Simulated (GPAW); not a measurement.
## Work function of In2Se2 monolayer at several levels

Wanted: work functions and dipole of In2Se2 monolayer, with the cost of each level. Where a layer proves gapped, the work function hangs on where the smearing puts the Fermi level, and the band edges take its place.

Method: GPAW, PAW setups; layer in a repeated cell with vacuum, relaxation of atoms and in-plane cell, in the first sound run; inputs show where later runs differ, in GPAW 26.7.0.

Report form: the programs' logs are mostly left out.

## 1. Set-up

The cell holds 4 atoms: 2 Se and 2 In. Cell: a = 4.134 Å, b = 4.134 Å, c = 19.143 Å, α = 90.0°, β = 90.0°, γ = 120.0°. Vacuum lies along c.

## 2. Relaxing the atoms

The atoms are relaxed first, since the surface dipole, and with it the work function, follows the positions of the outer layers.

Contents of run.py:

```python
import json
import numpy as np
from ase import Atoms
from ase.filters import FrechetCellFilter
from ase.optimize import BFGS
from gpaw import GPAW, PW

slab = Atoms(
    ['Se', 'In', 'In', 'Se'],
    positions=[
        [-0.00000, 2.38677, 7.00000],
        [0.00000, 0.00000, 8.15145],
        [0.00000, 0.00000, 10.99145],
        [-0.00000, 2.38677, 12.14291]],
    cell=[[4.134, 0.0, 0.0], [-2.067, 3.58015, 0.0], [0.0, 0.0, 19.1429]],
    pbc=[True, True, True])

slab.calc = GPAW(mode=PW(600), xc='PBE', kpts={'size': (9, 9, 1), 'gamma': True},
                 occupations={'name': 'fermi-dirac', 'width': 0.05}, nbands='160%',
                 convergence={'density': 1e-05}, maxiter=200,
                 symmetry={'tolerance': 1e-3}, txt='slab.txt')
result = {}
# The in-plane cell is free; stress needs a cell that repeats along all three vectors
path = []
opt = BFGS(FrechetCellFilter(slab, mask=[1, 1, 0, 0, 0, 1]), maxstep=0.2)
opt.attach(lambda: path.append((slab.get_potential_energy(), slab.positions.tolist(), slab.get_forces().tolist())))
result['relaxed'] = bool(opt.run(fmax=0.02, steps=45))
result['path'] = path
result['cell'] = slab.cell.tolist()
print('in-plane lattice', slab.cell.cellpar().round(4)[[0, 1, 5]])
energy = slab.get_potential_energy()
fermi = slab.calc.get_fermi_level()
v = slab.calc.get_electrostatic_potential().mean((0, 1)) - fermi
n = slab.calc.get_pseudo_density().mean((0, 1))
L = slab.cell[2, 2]
z = np.arange(len(v)) * L / len(v)
low, high = slab.positions[:, 2].min(), slab.positions[:, 2].max()
below, above = np.interp([low - 4.8, high + 4.8], z, v)
slopes = [np.interp(x, z, np.gradient(v, z)) for x in (low - 4.8, high + 4.8)]
eps = np.array([[slab.calc.get_eigenvalues(k, s) for k in range(len(slab.calc.get_ibz_k_points()))]
                for s in range(slab.calc.get_number_of_spins())]) - fermi
top, bottom = eps[eps < 0].max(), eps[eps > 0].min()
dipole = slab.get_dipole_moment()[2]
print(f'energy {energy:.4f} eV, Fermi level {fermi:.4f} eV, dipole {dipole:.5f} e A')
print(f'potential 4.8 A off the faces, from the Fermi level: lower {below:.4f} eV, upper {above:.4f} eV')
print(f'slope of the potential there: lower {slopes[0]:.5f}, upper {slopes[1]:.5f} eV/A')
print(f'nearest levels on the mesh: {top:.4f} and {bottom:.4f} eV')
print('magnetic moment', round(slab.get_magnetic_moment(), 3))
result.update(energy=energy, fermi=fermi, dipole=dipole, below=below, above=above, slopes=slopes, edges=[top, bottom],
              z=z.tolist(), v=v.tolist(), n=n.tolist(), positions=slab.positions.tolist(),
              forces=slab.get_forces(apply_constraint=False).tolist(), moments=slab.get_magnetic_moments().tolist())
json.dump(result, open('result.json', 'w'))
```

Started as:

```bash
OMP_NUM_THREADS=1 OPENBLAS_NUM_THREADS=1 python run.py
```

Run time: 5.1 min. Hardware: 1 thread of Arm Neoverse V2, shared host; peak memory 0.41 GiB.

This step gave:

| Property | Result |
| --- | --- |
| dipole along the normal | 1.97e-4 e·Å |
| levels nearest the Fermi level on the mesh | -0.7800, 0.6451 eV from the Fermi level |

The electrostatic potential energy of an electron (without an applied field's), less the Fermi level, planar mean oscillates, so the rows of the table below give means over windows of 1 Å about each position, cut where the curve ends. Its maxima inside the range that stand out by 2 % of the span (Å: eV): 7.5: -6.73, 9.6: 2.39, 11.6: -6.73. Its minima: 6.9: -13.0, 8.1: -12.3, 11.0: -12.3, 12.2: -13.0.

Table of electrostatic potential energy of an electron (without an applied field's), less the Fermi level, planar mean by z; means over each step:

| z (Å) | electrostatic potential energy of an electron (without an applied field's), less the Fermi level, planar mean (eV) |
| --- | --- |
| 0 | 5.17 |
| 1 | 5.17 |
| 2 | 5.17 |
| 3 | 5.17 |
| 4 | 5.16 |
| 5 | 4.96 |
| 6 | 1.50 |
| 7 | -9.81 |
| 8 | -9.90 |
| 9 | -1.06 |
| 10 | 0.232 |
| 11 | -9.85 |
| 12 | -9.78 |
| 13 | -0.164 |
| 14 | 4.86 |
| 15 | 5.15 |
| 16 | 5.17 |
| 17 | 5.17 |
| 18 | 5.17 |
| 19 | 5.17 |

The pseudo valence density, planar mean oscillates, so the rows of the table below give means over windows of 1.71 Å about each position, cut where the curve ends. Its maxima inside the range that stand out by 2 % of the span (Å: e/Å³): 6.5: 0.267, 8.2: 0.956, 10.9: 0.956, 12.6: 0.267. Its minima: 6.8: 0.168, 9.6: 0.0750, 12.3: 0.168.

Pseudo valence density, planar mean against z; means over each step:

| z (Å) | pseudo valence density, planar mean (e/Å³) |
| --- | --- |
| 2.56 | 1.4e-5 |
| 4.28 | 0.00203 |
| 5.98 | 0.127 |
| 7.70 | 0.543 |
| 9.41 | 0.143 |
| 11.12 | 0.555 |
| 12.82 | 0.168 |
| 14.54 | 0.00546 |
| 16.25 | 3.7e-5 |

The relaxation lowered the energy of the cell by 0.0612 eV (energies extrapolated to zero smearing; the optimiser's log prints free energies). The largest force left on a free atom is 0.010 eV/Å.

## 3. The slab's potential

The work function is the vacuum plateau of the electrostatic potential less the Fermi level; a dipole layer lets the two faces have plateaus of their own.

This step: GPAW, PAW setups; slab in vacuum (GPAW 26.7.0).

The cell differs from the one that the last finished run ended in (c 19.143 → 19.372 Å).

Edit run.py of step 2 so:

```diff
@@ -3,4 +3,2 @@
 from ase import Atoms
-from ase.filters import FrechetCellFilter
-from ase.optimize import BFGS
 from gpaw import GPAW, PW
@@ -10,22 +8,15 @@
     positions=[
-        [-0.00000, 2.38677, 7.00000],
-        [0.00000, 0.00000, 8.15145],
-        [0.00000, 0.00000, 10.99145],
-        [-0.00000, 2.38677, 12.14291]],
-    cell=[[4.134, 0.0, 0.0], [-2.067, 3.58015, 0.0], [0.0, 0.0, 19.1429]],
-    pbc=[True, True, True])
+        [-0.00000, 2.35402, 7.00000],
+        [0.00000, 0.00000, 8.27597],
+        [-0.00000, 0.00000, 11.09604],
+        [-0.00000, 2.35402, 12.37202]],
+    cell=[[4.07728, 0.0, 0.0], [-2.03864, 3.53103, 0.0], [0.0, 0.0, 19.372]],
+    pbc=[True, True, False])
 
-slab.calc = GPAW(mode=PW(600), xc='PBE', kpts={'size': (9, 9, 1), 'gamma': True},
+slab.calc = GPAW(mode=PW(400), xc='PBE', kpts={'size': (9, 9, 1), 'gamma': True},
                  occupations={'name': 'fermi-dirac', 'width': 0.05}, nbands='160%',
                  convergence={'density': 1e-05}, maxiter=200,
+                 poissonsolver={'dipolelayer': 'xy'},
                  symmetry={'tolerance': 1e-3}, txt='slab.txt')
 result = {}
-# The in-plane cell is free; stress needs a cell that repeats along all three vectors
-path = []
-opt = BFGS(FrechetCellFilter(slab, mask=[1, 1, 0, 0, 0, 1]), maxstep=0.2)
-opt.attach(lambda: path.append((slab.get_potential_energy(), slab.positions.tolist(), slab.get_forces().tolist())))
-result['relaxed'] = bool(opt.run(fmax=0.02, steps=45))
-result['path'] = path
-result['cell'] = slab.cell.tolist()
-print('in-plane lattice', slab.cell.cellpar().round(4)[[0, 1, 5]])
 energy = slab.get_potential_energy()
```

Elapsed: 26 s, on 1 thread; peak memory 0.22 GiB.

This step gave:

- dipole along the normal: 3.24e-4 e·Å
- levels nearest the Fermi level on the mesh: -0.7786, 0.6438 eV from the Fermi level
- upper work function: 5.168 eV
- lower work function: 5.171 eV
- upper ionisation energy: 5.946 eV

The electrostatic potential energy of an electron (without an applied field's), less the Fermi level, planar mean oscillates, so the rows of the table below give means over windows of 1 Å about each position, cut where the curve ends. Its maxima inside the range that stand out by 2 % of the span (Å: eV): 7.6: -6.73, 9.7: 2.39, 11.7: -6.73. Its minima: 7.0: -13.0, 8.3: -12.3, 11.1: -12.3, 12.4: -13.0.

The electrostatic potential energy of an electron (without an applied field's), less the Fermi level, planar mean by z; means over each step:

| z (Å) | electrostatic potential energy of an electron (without an applied field's), less the Fermi level, planar mean (eV) |
| --- | --- |
| 0 | 5.17 |
| 1 | 5.17 |
| 2 | 5.17 |
| 3 | 5.17 |
| 4 | 5.16 |
| 5 | 5.02 |
| 6 | 2.46 |
| 7 | -9.43 |
| 8 | -9.68 |
| 9 | -2.35 |
| 10 | 0.946 |
| 11 | -9.40 |
| 12 | -9.51 |
| 13 | -1.80 |
| 14 | 4.73 |
| 15 | 5.14 |
| 16 | 5.17 |
| 17 | 5.17 |
| 18 | 5.17 |
| 19 | 5.17 |

Table of pseudo valence density, planar mean by z:

| z (Å) | pseudo valence density, planar mean (e/Å³) |
| --- | --- |
| 0.00 | 0 |
| 0.43 | 0 |
| 1.08 | 1.3e-6 |
| 1.51 | 1.5e-6 |
| 2.15 | 0 |
| 2.58 | 3.5e-6 |
| 3.01 | 1.4e-5 |
| 3.66 | 1.0e-4 |
| 4.09 | 3.4e-4 |
| 4.74 | 0.00223 |
| 5.17 | 0.00799 |
| 5.60 | 0.0287 |
| 6.24 | 0.161 |
| 6.67 | 0.263 |
| 7.32 | 0.340 |
| 7.75 | 0.453 |
| 8.18 | 0.938 |
| 8.83 | 0.278 |
| 9.26 | 0.106 |
| 9.90 | 0.0811 |
| 10.33 | 0.164 |
| 10.98 | 0.885 |
| 11.41 | 0.659 |
| 11.84 | 0.396 |
| 12.48 | 0.184 |
| 12.91 | 0.237 |
| 13.56 | 0.0532 |
| 13.99 | 0.0152 |
| 14.42 | 0.00423 |
| 15.07 | 6.3e-4 |
| 15.50 | 1.8e-4 |
| 16.14 | 3.0e-5 |
| 16.57 | 9.8e-6 |
| 17.00 | 3.9e-6 |
| 17.65 | 0 |
| 18.08 | 0 |
| 18.73 | 1.2e-6 |
| 19.16 | 1.1e-6 |

The layer is gapped, so the Fermi level lies somewhere inside the gap, set by smearing and numerics, and these work functions are no property of the material; the band edges below the vacuum level are. The potential is flat to 1.8e-4 eV/Å where it is read, so the vacuum is wide enough.

## 4. Self-consistent run: xc = "RPBE"

The same geometry under RPBE, to see how far the functional moves the levels against the vacuum.

Edit run.py of step 3 so:

```diff
@@ -15,3 +15,3 @@
 
-slab.calc = GPAW(mode=PW(400), xc='PBE', kpts={'size': (9, 9, 1), 'gamma': True},
+slab.calc = GPAW(mode=PW(400), xc='RPBE', kpts={'size': (9, 9, 1), 'gamma': True},
                  occupations={'name': 'fermi-dirac', 'width': 0.05}, nbands='160%',
```

The job ended after 28 s (1 thread; peak memory 0.22 GiB).

Numbers from this step:

```
dipole along the normal                    : 3.23e-4 e·Å
levels nearest the Fermi level on the mesh : -0.8197, 0.6865 eV from the Fermi level
upper work function                        : 5.050 eV
lower work function                        : 5.052 eV
upper ionisation energy                    : 5.869 eV
```

Table of electrostatic potential energy of an electron (without an applied field's), less the Fermi level, planar mean by z:

z (Å), electrostatic potential energy of an electron (without an applied field's), less the Fermi level, planar mean (eV) and a bar from the least value:
```
      0.0        5.1 ##############################
      0.5        5.1 ##############################
      1.0        5.1 ##############################
      1.5        5.1 ##############################
      2.0        5.1 ##############################
      2.5        5.1 ##############################
      3.0        5.1 ##############################
      3.5        5.1 ##############################
      4.0        5.0 ##############################
      4.5        5.0 ##############################
      5.0        4.9 ##############################
      5.5        4.6 #############################
      6.0        3.1 ###########################
      6.5       -2.9 #################
      7.0      -13.1 
      7.5       -7.4 #########
      8.0      -10.4 #####
      8.5      -10.3 #####
      9.0       -1.6 ###################
      9.5        1.9 #########################
     10.0        1.5 ########################
     10.5       -3.4 ################
     11.0      -11.9 ##
     11.5       -8.7 #######
     12.0       -8.9 #######
     12.5      -11.6 ##
     13.0       -0.6 #####################
     13.5        3.7 ############################
     14.0        4.7 #############################
     14.5        5.0 ##############################
     15.0        5.0 ##############################
     15.5        5.0 ##############################
     16.0        5.0 ##############################
     16.5        5.0 ##############################
     17.0        5.0 ##############################
     17.5        5.0 ##############################
     18.0        5.0 ##############################
     18.5        5.0 ##############################
     19.0        5.0 ##############################
```

Table of pseudo valence density, planar mean by z:

z (Å), pseudo valence density, planar mean (e/Å³) and a bar from the least value:
```
     0.00      0.000 
     0.43      0.000 
     1.08      0.000 
     1.51      0.000 
     2.15      0.000 
     2.58      0.000 
     3.01      0.000 
     3.66      0.000 
     4.09      0.000 
     4.74      0.002 
     5.17      0.008 
     5.60      0.029 #
     6.24      0.161 #####
     6.67      0.263 ########
     7.32      0.339 ###########
     7.75      0.453 ##############
     8.18      0.939 ##############################
     8.83      0.277 #########
     9.26      0.106 ###
     9.90      0.081 ###
    10.33      0.163 #####
    10.98      0.886 ############################
    11.41      0.660 #####################
    11.84      0.396 #############
    12.48      0.184 ######
    12.91      0.237 ########
    13.56      0.053 ##
    13.99      0.015 
    14.42      0.004 
    15.07      0.001 
    15.50      0.000 
    16.14      0.000 
    16.57      0.000 
    17.00      0.000 
    17.65      0.000 
    18.08      0.000 
    18.73      0.000 
    19.16      0.000
```

Force by atom:

| atom | x (eV/Å) | y (eV/Å) | z (eV/Å) | size |
| --- | --- | --- | --- | --- |
| Se1 | 0.000 | 0.000 | -0.159 | 0.159 |
| In2 | 0.000 | 0.000 | 0.016 | 0.016 |
| In3 | 0.000 | 0.000 | -0.016 | 0.016 |
| Se4 | 0.000 | 0.000 | 0.159 | 0.159 |

The highest filled level lies 0.820 eV under the Fermi level, so the ionisation energy from the upper face is 5.050 + 0.820 = 5.869 eV, against 5.946 eV in the base run.

## 5. OptPBE vdW: xc = "optPBE-vdW"

The same geometry under optPBE-vdW, to see how far the functional moves the levels against the vacuum (the van der Waals functionals take revPBE setups).

Edit run.py of step 4 so:

```diff
@@ -15,3 +15,3 @@
 
-slab.calc = GPAW(mode=PW(400), xc='RPBE', kpts={'size': (9, 9, 1), 'gamma': True},
+slab.calc = GPAW(mode=PW(400), xc='optPBE-vdW', kpts={'size': (9, 9, 1), 'gamma': True},
                  occupations={'name': 'fermi-dirac', 'width': 0.05}, nbands='160%',
```

It took 34 s on 1 thread; peak memory 0.41 GiB.

Numbers from this step:

- levels nearest the Fermi level on the mesh: -0.7716, 0.6355 eV from the Fermi level
- upper work function: 5.395 eV
- lower work function: 5.398 eV
- upper ionisation energy: 6.167 eV

The highest filled level lies 0.772 eV under the Fermi level, so the ionisation energy from the upper face is 5.395 + 0.772 = 6.167 eV, against 5.946 eV in the base run.

## 6. Self-consistent run: xc = "vdW-DF2"

The same geometry under vdW-DF2, to see how far the functional moves the levels against the vacuum (the van der Waals functionals take revPBE setups).

Edit run.py of step 5 so:

```diff
@@ -15,3 +15,3 @@
 
-slab.calc = GPAW(mode=PW(400), xc='optPBE-vdW', kpts={'size': (9, 9, 1), 'gamma': True},
+slab.calc = GPAW(mode=PW(400), xc='vdW-DF2', kpts={'size': (9, 9, 1), 'gamma': True},
                  occupations={'name': 'fermi-dirac', 'width': 0.05}, nbands='160%',
```

Run time: 33 s. Hardware: 1 thread; peak memory 0.41 GiB.

This step gave:

```
dipole along the normal                    : 3.24e-4 e·Å
levels nearest the Fermi level on the mesh : -0.7060, 0.5725 eV from the Fermi level
upper work function                        : 5.590 eV
lower work function                        : 5.593 eV
upper ionisation energy                    : 6.296 eV
```

The electrostatic potential energy of an electron (without an applied field's), less the Fermi level, planar mean oscillates, so the rows of the table below give means over windows of 1 Å about each position, cut where the curve ends. Its maxima inside the range that stand out by 2 % of the span (Å: eV): 7.6: -6.68, 9.7: 2.31, 11.7: -6.68. Its minima: 7.0: -12.9, 8.3: -12.3, 11.1: -12.3, 12.4: -12.9.

Table of electrostatic potential energy of an electron (without an applied field's), less the Fermi level, planar mean by z; means over each step:

| z (Å) | electrostatic potential energy of an electron (without an applied field's), less the Fermi level, planar mean (eV) |
| --- | --- |
| 0 | 5.59 |
| 1 | 5.59 |
| 2 | 5.59 |
| 3 | 5.59 |
| 4 | 5.58 |
| 5 | 5.41 |
| 6 | 2.71 |
| 7 | -9.32 |
| 8 | -9.64 |
| 9 | -2.36 |
| 10 | 0.895 |
| 11 | -9.38 |
| 12 | -9.43 |
| 13 | -1.61 |
| 14 | 5.08 |
| 15 | 5.56 |
| 16 | 5.59 |
| 17 | 5.59 |
| 18 | 5.59 |
| 19 | 5.59 |

The highest filled level lies 0.706 eV under the Fermi level, so the ionisation energy from the upper face is 5.590 + 0.706 = 6.296 eV, against 5.946 eV in the base run.

## 7. Self-consistent run: xc = "LDA"

The same geometry under LDA, to see how far the functional moves the levels against the vacuum.

Edit run.py of step 6 so:

```diff
@@ -15,3 +15,3 @@
 
-slab.calc = GPAW(mode=PW(400), xc='vdW-DF2', kpts={'size': (9, 9, 1), 'gamma': True},
+slab.calc = GPAW(mode=PW(400), xc='LDA', kpts={'size': (9, 9, 1), 'gamma': True},
                  occupations={'name': 'fermi-dirac', 'width': 0.05}, nbands='160%',
```

The job ended after 26 s (1 thread; peak memory 0.22 GiB).

This step gave:

| Item | Value |
| --- | --- |
| dipole along the normal | 3.28e-4 e·Å |
| levels nearest the Fermi level on the mesh | -0.6991, 0.5630 eV from the Fermi level |
| upper work function | 5.467 eV |
| lower work function | 5.470 eV |
| upper ionisation energy | 6.166 eV |

The electrostatic potential energy of an electron (without an applied field's), less the Fermi level, planar mean oscillates, so the rows of the table below give means over windows of 1 Å about each position, cut where the curve ends. Its maxima inside the range that stand out by 2 % of the span (Å: eV): 7.6: -6.33, 9.7: 2.83, 11.7: -6.33. Its minima: 7.0: -12.6, 8.3: -11.9, 11.1: -11.9, 12.4: -12.6.

The electrostatic potential energy of an electron (without an applied field's), less the Fermi level, planar mean by z; means over each step:

| z (Å) | electrostatic potential energy of an electron (without an applied field's), less the Fermi level, planar mean (eV) |
| --- | --- |
| 0 | 5.47 |
| 1 | 5.47 |
| 2 | 5.47 |
| 3 | 5.47 |
| 4 | 5.46 |
| 5 | 5.33 |
| 6 | 2.77 |
| 7 | -9.06 |
| 8 | -9.28 |
| 9 | -1.90 |
| 10 | 1.40 |
| 11 | -8.99 |
| 12 | -9.12 |
| 13 | -1.47 |
| 14 | 5.03 |
| 15 | 5.44 |
| 16 | 5.47 |
| 17 | 5.47 |
| 18 | 5.47 |
| 19 | 5.47 |

The highest filled level lies 0.699 eV under the Fermi level, so the ionisation energy from the upper face is 5.467 + 0.699 = 6.166 eV, against 5.946 eV in the base run.

## 8. Self-consistent run: xc = "revPBE"

The same geometry under revPBE, to see how far the functional moves the levels against the vacuum.

Edit run.py of step 7 so:

```diff
@@ -15,3 +15,3 @@
 
-slab.calc = GPAW(mode=PW(400), xc='LDA', kpts={'size': (9, 9, 1), 'gamma': True},
+slab.calc = GPAW(mode=PW(400), xc='revPBE', kpts={'size': (9, 9, 1), 'gamma': True},
                  occupations={'name': 'fermi-dirac', 'width': 0.05}, nbands='160%',
```

Wall time 28 s (1 thread); peak memory 0.22 GiB.

This step gave:

* dipole along the normal: 3.23e-4 e·Å
* levels nearest the Fermi level on the mesh: -0.8118, 0.6790 eV from the Fermi level
* upper work function: 5.049 eV
* lower work function: 5.051 eV
* upper ionisation energy: 5.860 eV

The highest filled level lies 0.812 eV under the Fermi level, so the ionisation energy from the upper face is 5.049 + 0.812 = 5.860 eV, against 5.946 eV in the base run.

(Continued in part 2 of 2.)

[Logs are printed without paths, hosts, clocks, repeated set-up lines and the standing remarks that a program may print on its own settings, such as how far it seeks lower states.]

[Hosts, paths, dates, database ids (printed as entryN), source tags and the programs' standing remarks are cut or masked in the printed files.]
